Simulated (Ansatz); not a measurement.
SiC: one atom moved along a line

Computed with DFT PBE, scalar-relativistic, plane waves, PAW (Ansatz 0.2.0). Cutoff 420 eV, Γ-centred 12×12×6 k-points, Gaussian smearing of 0.05 eV. No spin polarisation. Energies are free energies at this smearing, counted from the undisturbed cell; pressure is positive in compression.

Zero of the scan (as given, not relaxed at this level; it stands at 3.7 GPa):

```
Si C
1.0
     3.07600    0.00000    0.00000
    -1.53800    2.66389    0.00000
     0.00000    0.00000    5.04800
Si C
2 2
Direct
  0.33333 0.66667 0.00000
  0.66667 0.33333 0.50000
  0.33333 0.66667 0.38500
  0.66667 0.33333 0.88500
```

Atom 3 (C) is moved by x along the Cartesian unit vector (1.000, 0.000, 0.000); the cell and all other atoms stay fixed.

| x (Å) | ΔE (meV/cell) | force along x on the moved atoms (eV/Å) | pressure (GPa) | gap on the mesh (eV) |
| --- | --- | --- | --- | --- |
| -0.1000 | 107.1 | 2.15 | 4.4 | 2.25 |
| -0.0500 | 26.7 | 1.07 | 3.9 | 2.31 |
| 0.0000 | 0.0 | 0.00 | 3.7 | 2.33 |
| 0.0125 | 1.7 | -0.27 | 3.7 | 2.32 |
| 0.0250 | ? | -0.53 | 3.7 | ? |
| 0.0375 | 15.0 | -0.80 | 3.8 | 2.31 |
| 0.0625 | 41.7 | -1.34 | 4.0 | 2.29 |
| 0.0750 | 60.1 | -1.61 | 4.1 | 2.28 |
| 0.0875 | 81.9 | -1.88 | ? | ? |

By symmetry 0.1000 repeats -0.1000, -0.0750 repeats 0.0750, 0.0500 repeats -0.0500, -0.0250 repeats 0.0250 in energy, with the opposite slope along the path.

Q: Give the withheld values.

A: ΔE (meV/cell) at x (Å) = 0.0250: 6.7; gap on the mesh (eV) at x (Å) = 0.0250: 2.32; pressure (GPa) at x (Å) = 0.0875: 4.2; gap on the mesh (eV) at x (Å) = 0.0875: 2.26.